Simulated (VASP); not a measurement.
VASP 6.6.1 run: MgO

INCAR

```
MAXMIX = 10
LASPH = .TRUE.
PREC = Accurate
ENCUT = 520
GGA = PE
EDIFF = 1E-7
NSW = 0
SIGMA = 0.02
LWAVE = .FALSE.
NELM = 120
LCHARG = .FALSE.
IBRION = -1
ISMEAR = -1
LREAL = .FALSE.
ALGO = All
ISIF = 2
NBANDS = 16
```

KPOINTS

```
KPOINTS created by Atomic Simulation Environment
0
Gamma
12 12 6
0 0 0
```

POSCAR

```
Mg O
 1.0000000000000000
     3.2882172280713431    0.0000000000000000    0.0000000000000000
    -1.6441086140356715    2.8476796526714323   -0.0000000000000000
     0.0000000000000000   -0.0000000000000000    5.0343662747697859
 Mg  O
   2   2
Cartesian
  0.0000000000000001  1.8984531017809547 -0.0495307266341288
  1.6441086140356715  0.9492265508904774  2.4676524107507638
  0.0000000000000001  1.8984531017809547  1.9374180796727984
  1.6441086140356715  0.9492265508904774  4.4546012170576903
```

The recommended PBE PAW datasets give the neutral cell 16 valence electrons.

Command

```
mpirun -np 1 vasp_std
```

**Question.** How does this run end, and what does it give?

**Answer.** It converged. Results: gap between bands v and c on the k mesh 3.54 eV; least direct gap on the k mesh 3.54 eV; pressure 3.5 GPa; largest force 0.01 eV/Å. Band v is the last that the valence electrons fill when counted band by band, and c is the next.

OSZICAR

```
N       E                     dE             d eps       ncg     rms           ort
DAV:   1     0.607306036194E+02    0.60731E+02   -0.89782E+03  1216   0.958E+02
DAV:   2    -0.237318526636E+02   -0.84462E+02   -0.77793E+02  1216   0.196E+02
DAV:   3    -0.277859265972E+02   -0.40541E+01   -0.40434E+01  1216   0.444E+01
DAV:   4    -0.278027181952E+02   -0.16792E-01   -0.16791E-01  1216   0.336E+00
DAV:   5    -0.278028019707E+02   -0.83776E-04   -0.83776E-04  1216   0.227E-01
SDA:   6    -0.156118571172E+02    0.12191E+02   -0.83776E-04  1216   0.358E+02   0.000E+00
CGA:   7    -0.228416246280E+02   -0.72298E+01   -0.72322E+01  1216   0.125E+01  -0.643E+00
CGA:   8    -0.234005908063E+02   -0.55897E+00   -0.56344E+00  1216   0.279E+00  -0.213E-01
CGA:   9    -0.235093518219E+02   -0.10876E+00   -0.10913E+00  1216   0.242E-01  -0.207E-02
CGA:  10    -0.235178506046E+02   -0.84988E-02   -0.84946E-02  1216   0.186E-02   0.355E-04
CGA:  11    -0.235185758143E+02   -0.72521E-03   -0.72506E-03  1216   0.213E-03   0.126E-05
CGA:  12    -0.235186538439E+02   -0.78030E-04   -0.77873E-04  1216   0.431E-04   0.158E-05
CGA:  13    -0.235186687716E+02   -0.14928E-04   -0.14906E-04  1216   0.509E-05   0.333E-06
CGA:  14    -0.235186708835E+02   -0.21119E-05   -0.21136E-05  1216   0.651E-06  -0.132E-07
CGA:  15    -0.235186712361E+02   -0.35259E-06   -0.36396E-06  1216   0.140E-06  -0.431E-07
CGA:  16    -0.235186712947E+02   -0.58597E-07   -0.59969E-07  1216   0.265E-07  -0.100E-07
   1 F= -.23518671E+02 E0= -.23518671E+02  d E =-.703735E-11
```

For comparison, a separate PBE run of the intended cell, on usual settings and not on those above, gives a gap of 3.54 eV on its mesh and a pressure of 3.5 GPa.
